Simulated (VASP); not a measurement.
## VASP 6.6.1, r²SCAN single-point calculation, MgO (strained rocksalt)

INCAR

```
ENCUT = 520
ISIF = 2
LREAL = .FALSE.
ISMEAR = 0
ALGO = Normal
NBANDS = 11
SIGMA = 0.01
PREC = Accurate
IBRION = -1
NELM = 120
LCHARG = .FALSE.
LWAVE = .FALSE.
METAGGA = R2SCAN
EDIFF = 1E-7
NSW = 0
LASPH = .TRUE.
```

KPOINTS

```
KPOINTS created by Atomic Simulation Environment
0
Gamma
10 10 10
0 0 0
```

KPOINTS_OPT

```
special points
6
Reciprocal
0.0000000000 0.0000000000 0.0000000000 1
0.5000000000 0.0000000000 0.5000000000 1
0.6250000000 0.2500000000 0.6250000000 1
0.3750000000 0.3750000000 0.7500000000 1
0.5000000000 0.5000000000 0.5000000000 1
0.5000000000 0.2500000000 0.7500000000 1
```

POSCAR

```
Mg O
 1.0000000000000000
     0.0000000000000000    2.1021674168000000    2.1021674168000000
     2.1959240836000000    0.0000000000000000    2.1021674168000000
     2.1959240836000000    2.1021674168000000    0.0000000000000000
 Mg  O
   1   1
Cartesian
  0.0000000000000000  0.0000000000000000  0.0000000000000000
  2.1959240835999996  2.1021674168000000  2.1021674168000000
```

VASP ran with the recommended PBE PAW datasets (8 valence electrons in the cell).

Command

```
mpirun -np 1 vasp_std
```

OSZICAR

```
N       E                     dE             d eps       ncg     rms          rms(c)
DAV:   1     0.775769719738E+01    0.77577E+01   -0.47506E+03  2572   0.662E+02
DAV:   2    -0.192807362958E+02   -0.27038E+02   -0.26142E+02  2556   0.140E+02
DAV:   3    -0.198505360506E+02   -0.56980E+00   -0.56924E+00  2722   0.176E+01
DAV:   4    -0.198520504256E+02   -0.15144E-02   -0.15143E-02  2457   0.104E+00
DAV:   5    -0.198520561913E+02   -0.57657E-05   -0.57657E-05  2688   0.639E-02    0.681E+00
DAV:   6    -0.160390569420E+02    0.38130E+01   -0.57039E+00  2373   0.128E+01    0.195E+00
DAV:   7    -0.161169281063E+02   -0.77871E-01   -0.21790E-01  2550   0.334E+00    0.145E+00
DAV:   8    -0.161302973246E+02   -0.13369E-01   -0.66518E-02  2343   0.250E+00    0.542E-01
DAV:   9    -0.161267151134E+02    0.35822E-02   -0.11654E-02  2469   0.707E-01    0.140E-01
DAV:  10    -0.161266277740E+02    0.87339E-04   -0.95150E-04  2511   0.224E-01    0.193E-02
DAV:  11    -0.161266444947E+02   -0.16721E-04   -0.12879E-05  2511   0.308E-02    0.590E-03
DAV:  12    -0.161266461073E+02   -0.16126E-05   -0.36320E-07  2550   0.405E-03    0.358E-03
DAV:  13    -0.161266459537E+02    0.15365E-06   -0.79279E-07  2451   0.613E-03    0.125E-04
DAV:  14    -0.161266457945E+02    0.15920E-06   -0.33807E-09  1254   0.581E-04    0.154E-04
DAV:  15    -0.161266457297E+02    0.64800E-07   -0.15456E-09  1239   0.238E-04
   1 F= -.16126646E+02 E0= -.16126646E+02  d E =-.821930E-18
       N       E                     dE             ncg
DAV:   1     0.583741974822E+03   -0.22280E+04      164
DAV:   2     0.463200956105E+03   -0.12054E+03      147
DAV:   3     0.461436074987E+03   -0.17649E+01      173
DAV:   4     0.461431870276E+03   -0.42047E-02      144
DAV:   5     0.461431854180E+03   -0.16096E-04      159
DAV:   6     0.461431854097E+03   -0.82908E-07      150
```

From OUTCAR

```
k-points           NKPTS =    102   k-points in BZ     NKDIM =    102   number of bands    NBANDS=     11

   NELECT =       8.0000    total number of electrons

   dimension x,y,z NGX =    24 NGY =   24 NGZ =   24
   dimension x,y,z NGXF=    48 NGYF=   48 NGZF=   48

  energy-cutoff  :      520.00
  volume of cell :       19.41
      direct lattice vectors                 reciprocal lattice vectors
     0.000000000  2.102167417  2.102167417    -0.227694575  0.237849753  0.237849753
     2.195924084  0.000000000  2.102167417     0.227694575 -0.237849753  0.237849753
     2.195924084  2.102167417  0.000000000     0.227694575  0.237849753 -0.237849753

 k-points in reciprocal lattice and weights: KPOINTS created by Atomic Simulation Env
   0.00000000  0.00000000  0.00000000       0.001
   0.10000000 -0.00000000 -0.00000000       0.008
   0.20000000 -0.00000000 -0.00000000       0.008
   0.30000000 -0.00000000 -0.00000000       0.008
   0.40000000  0.00000000  0.00000000       0.008
   0.50000000  0.00000000  0.00000000       0.004
   0.10000000  0.10000000  0.00000000       0.004
   0.20000000  0.10000000 -0.00000000       0.016
   ...

 E-fermi :   2.6114

 k-point     1 :       0.0000    0.0000    0.0000
  band No.  band energies     occupation
      1     -15.5147      2.00000
      2       2.4666      2.00000
      3       2.4666      2.00000
      4       2.5571      2.00000
      5       7.7144      0.00000
      6      18.8251      0.00000
      7      19.2823      0.00000
      8      19.2823      0.00000
      9      23.1698      0.00000
     10      24.1949      0.00000
     11      25.5998      0.00000

 k-point     2 :       0.1000   -0.0000   -0.0000
  band No.  band energies     occupation
      1     -15.4177      2.00000
      2       1.8746      2.00000
      3       2.4098      2.00000
      4       2.4573      2.00000
      5       8.3301      0.00000
      6      17.8829      0.00000
      7      19.2016      0.00000
      8      19.5317      0.00000
      9      23.4874      0.00000
     10      24.7321      0.00000
     11      24.7943      0.00000

 k-point     3 :       0.2000   -0.0000   -0.0000
  band No.  band energies     occupation
      1     -15.1521      2.00000
      2       0.6012      2.00000
      3       2.2649      2.00000
      4       2.2690      2.00000
      5       9.5453      0.00000
      6      16.3604      0.00000
      7      19.5673      0.00000
      8      20.0781      0.00000
      9      22.9545      0.00000
     10      23.8596      0.00000
     11      25.6282      0.00000

 k-point     4 :       0.3000   -0.0000   -0.0000
  band No.  band energies     occupation
      1     -14.7975      2.00000
      2      -0.6771      2.00000
      3       2.0499      2.00000
      4       2.0933      2.00000
      5      10.5453      0.00000
      6      15.6260      0.00000
      7      19.5053      0.00000
      8      20.3108      0.00000
      9      23.6261      0.00000
     10      24.1289      0.00000
     11      25.0708      0.00000

 k-point     5 :       0.4000    0.0000    0.0000
  band No.  band energies     occupation
      1     -14.4844      2.00000
      2      -1.6037      2.00000
      3       1.8812      2.00000
      4       1.9598      2.00000
      5      10.9648      0.00000
      6      15.6767      0.00000
      7      19.2166      0.00000
      8      20.1374      0.00000
      9      24.3899      0.00000
     10      25.1578      0.00000
     11      25.3669      0.00000

 k-point     6 :       0.5000    0.0000    0.0000
  band No.  band energies     occupation
      1     -14.3576      2.00000
      2      -1.9439      2.00000
      3       1.8185      2.00000
      4       1.9099      2.00000
      5      11.0350      0.00000
      6      15.8362      0.00000
      7      19.0884      0.00000
      8      20.0282      0.00000
      9      24.2611      0.00000
     10      25.8569      0.00000
     11      26.1555      0.00000

 k-point     7 :       0.1000    0.1000    0.0000
  band No.  band energies     occupation
      1     -15.3813      2.00000
      2       1.7879      2.00000
      3       2.2967      2.00000
      4       2.4123      2.00000
      5       8.5285      0.00000
      6      17.5768      0.00000
      7      19.2226      0.00000
      8      19.5136      0.00000
      9      23.1460      0.00000
     10      24.9299      0.00000
     11      25.5700      0.00000

 k-point     8 :       0.2000    0.1000   -0.0000
  band No.  band energies     occupation
      1     -15.1704      2.00000
      2       0.8499      2.00000
      3       2.1360      2.00000
      4       2.2349      2.00000
      5       9.5399      0.00000
      6      16.2539      0.00000
      7      19.6738      0.00000
      8      19.8679      0.00000
      9      22.0279      0.00000
     10      24.7025      0.00000
     11      26.8333      0.00000

 k-point     9 :       0.3000    0.1000   -0.0000
  band No.  band energies     occupation
      1     -14.8461      2.00000
      2      -0.3220      2.00000
      3       1.9492      2.00000
      4       1.9946      2.00000
      5      10.6597      0.00000
      6      15.3872      0.00000
      7      19.5749      0.00000
      8      19.9835      0.00000
      9      22.2297      0.00000
     10      24.8962      0.00000
     11      26.5705      0.00000

 k-point    10 :       0.4000    0.1000    0.0000
  band No.  band energies     occupation
      1     -14.5206      2.00000
      2      -1.2886      2.00000
      3       1.7440      2.00000
      4       1.8121      2.00000
      5      11.3077      0.00000
      6      15.3613      0.00000
      7      18.9850      0.00000
      8      19.8256      0.00000
      9      23.4279      0.00000
     10      25.7141      0.00000
     11      26.2658      0.00000

 k-point    11 :       0.5000    0.1000    0.0000
  band No.  band energies     occupation
      1     -14.3341      2.00000
      2      -1.7801      2.00000
      3       1.5726      2.00000
      4       1.7690      2.00000
      5      11.4813      0.00000
      6      15.6939      0.00000
      7      18.6245      0.00000
      8      19.6805      0.00000
      9      24.5122      0.00000
     10      25.9304      0.00000
     11      26.3337      0.00000

 k-point    12 :      -0.4000    0.1000   -0.0000
  band No.  band energies     occupation
      1     -14.3815      2.00000
      2      -1.6545      2.00000
      3       1.5265      2.00000
      4       1.8433      2.00000
      5      11.4732      0.00000
      6      15.6838      0.00000
      7      18.5955      0.00000
      8      19.7564      0.00000
      9      24.8687      0.00000
     10      25.2426      0.00000
     11      26.1426      0.00000

 k-point    13 :      -0.3000    0.1000    0.0000
  band No.  band energies     occupation
      1     -14.6375      2.00000
      2      -0.9517      2.00000
      3       1.6227      2.00000
      4       2.0133      2.00000
      5      11.1838      0.00000
      6      15.4846      0.00000
      7      18.8738      0.00000
      8      20.0926      0.00000
      9      23.1649      0.00000
     10      24.9599      0.00000
     11      26.4106      0.00000

 k-point    14 :      -0.2000    0.1000    0.0000
  band No.  band energies     occupation
      1     -14.9787      2.00000
      2       0.1198      2.00000
      3       1.8431      2.00000
      4       2.2225      2.00000
      5      10.3183      0.00000
      6      15.8291      0.00000
      7      19.3105      0.00000
      8      20.3249      0.00000
      9      21.9358      0.00000
     10      24.4270      0.00000
     11      26.9056      0.00000

 k-point    15 :      -0.1000    0.1000    0.0000
  band No.  band energies     occupation
      1     -15.2697      2.00000
      2       1.2208      2.00000
      3       2.1449      2.00000
      4       2.3910      2.00000
      5       9.1359      0.00000
      6      16.8541      0.00000
      7      19.5583      0.00000
      8      19.7077      0.00000
      9      22.3658      0.00000
     10      24.4875      0.00000
     11      26.3917      0.00000

 k-point    16 :       0.2000    0.2000    0.0000
  band No.  band energies     occupation
      1     -15.0280      2.00000
      2       0.5327      2.00000
      3       1.8855      2.00000
      4       2.0579      2.00000
      5      10.2027      0.00000
      6      15.3664      0.00000
      7      20.0941      0.00000
      8      20.2070      0.00000
      9      20.3497      0.00000
     10      25.7855      0.00000
     11      28.9306      0.00000

 ...

  Total       -1.4059408     -0.6040856     -0.6040856      0.0000000      0.0000000     -0.0000000
  in kB     -116.0635112    -49.8685978    -49.8685978      0.0000000      0.0000000     -0.0000000
  external PRESSURE =     -71.9335689 kB  Pullay stress =       0.0000000 kB

 POSITION                                       TOTAL-FORCE (eV/Angst)
 -----------------------------------------------------------------------------------
      0.00000      0.00000      0.00000         0.000000     -0.000000      0.000000
      2.19592      2.10217      2.10217         0.000000      0.000000     -0.000000
 -----------------------------------------------------------------------------------
    total drift:                               -0.000000     -0.000000      0.000000

  FREE ENERGIE OF THE ION-ELECTRON SYSTEM (eV)
  ---------------------------------------------------
  free  energy   TOTEN  =       -16.1266457297 eV

  energy  without entropy=      -16.1266457297  energy(sigma->0) =      -16.12664573
```

```json
{"gap between bands v and c": "5.16 eV", "least direct gap": "5.16 eV", "pressure": "-7.2 GPa"}
```

Band v is the last that the valence electrons fill when counted band by band, and c is the next.

The run took about 60 s on one core of a shared host (Intel Xeon Platinum 8488C) and held 0.17 GiB at most.
